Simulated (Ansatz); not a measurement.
**Cu: equation of state with PBE**

Crystal: Cu.

```
Cu
1.0
     0.00000    1.80750    1.80750
     1.80750    0.00000    1.80750
     1.80750    1.80750    0.00000
Cu
1
Cartesian
  0.0000 0.0000 0.0000
```

* Program: Ansatz 0.2.0
* Task: equation of state
* Functional: PBE
* Potentials or basis: Ansatz PAW earlier set
* Cutoff: 700 eV
* Density cutoff: 2800 eV
* k mesh: 13 × 13 × 13
* Occupations: fermi-dirac, width 0.05 eV
* Spin: no spin polarisation

```
Equilibrium volume                      : 11.94 Å³/atom
Bulk modulus                            : 142 GPa
Pressure derivative of the bulk modulus : 5.0
```

Energy against volume, from the lowest point:
```tsv
volume (Å³/atom)	energy (meV/atom)
11.102	30.08
11.338	14.74
11.574	5.02
11.810	0.30
12.047	0.00
12.283	3.64
12.519	10.76
```

All runs of the series together: 6.8 s on 2 threads of Arm Neoverse V2, on a shared host.

PBE usually gives volumes a little too large and moduli too small. Zero-point motion and thermal expansion aren't in these numbers.
